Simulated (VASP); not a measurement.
Set up this calculation in VASP 6.6.1, as the native input.

```
Task                   : single point
Functional             : PBE
Potentials or basis    : VASP PAW PBE potentials, release 64 (In_d, Sb)
Cutoff                 : 400 eV
k mesh                 : 6 × 6 × 6
Occupations            : gaussian, width 0.02 eV
Spin                   : no spin polarisation
Further INCAR settings : ALGO = Normal; EDIFF = 1e-07; NBANDS = 16
```

The structure of InSb lies in POSCAR:

```
InSb
1.0
    0.0000000000      3.2391000000      3.2391000000
    3.2391000000      0.0000000000      3.2391000000
    3.2391000000      3.2391000000      0.0000000000
In Sb
1 1
Direct
    0.0000000000      0.0000000000      0.0000000000
    0.2500000000      0.2500000000      0.2500000000
```

These files were run (other wordings do the same):

INCAR

```
SYSTEM = InSb
ALGO = Normal ; EDIFF = 1E-7
ENCUT = 400 ; GGA = PE
ISIF = 2 ; ISMEAR = 0
LASPH = .TRUE. ; LCHARG = .FALSE.
LREAL = .FALSE. ; LWAVE = .FALSE.
NBANDS = 16 ; NELM = 80
PREC = Accurate ; SIGMA = 0.02
```

KPOINTS

```
k-points
0
G
  6 6 6
  0 0 0
```

Potentials or basis: VASP PAW PBE potentials, release 64 (In_d, Sb).

Command:

```sh
$ cat potpaw_PBE.64/In_d/POTCAR potpaw_PBE.64/Sb/POTCAR > POTCAR
$ mpirun -np 1 vasp_std > vasp.out
```

Results of the run:

| Item | Value |
| --- | --- |
| Pressure | 3.2 GPa |
| Band gap on the k mesh | none (metal or under the smearing width) |

Caveat: this crystal is a semiconductor, whose small gap the functional closes, so the metal is an error of the method.

Wall time 7.7 s on 1 thread of Intel(R) Xeon(R) 6975P-C (Granite Rapids), with other jobs on the host, peak memory 0.16 GiB.
